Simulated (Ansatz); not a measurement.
## CuAu in Ansatz: the effect of functional

Crystal: CuAu.

```
Au Cu
1.0
     2.75337    0.00000    0.00000
     0.00000    2.75337    0.00000
     0.00000    0.00000    3.60977
Au Cu
1 1
Cartesian
  0.0000 0.0000 0.0000
  1.3767 1.3767 1.8049
```

The cell isn't the ideal one: volume scaled by 0.94.

Alike in all runs:

* Program: Ansatz 0.2.0
* Task: single point
* Potentials or basis: Ansatz PAW
* k mesh: 9 × 9 × 7
* Occupations: fermi-dirac, width 0.05 eV
* Spin: no spin polarisation

| functional | cutoff | pressure (GPa) |
| --- | --- | --- |
| LDA | 420 eV (not typed: the program's choice for these potentials) | 1.4 |
| r2SCAN | 500 eV (not typed: the program's choice for these potentials) | 11.2 |
| PBE | 420 eV (not typed: the program's choice for these potentials) | ? |

Q: What does the run with functional PBE give?

A: Pressure 16.7 GPa.

Caveats: the PAW data sets come from PBE, with cores solved anew for the run's functional, which leaves a small shift of forces and pressure (some runs).
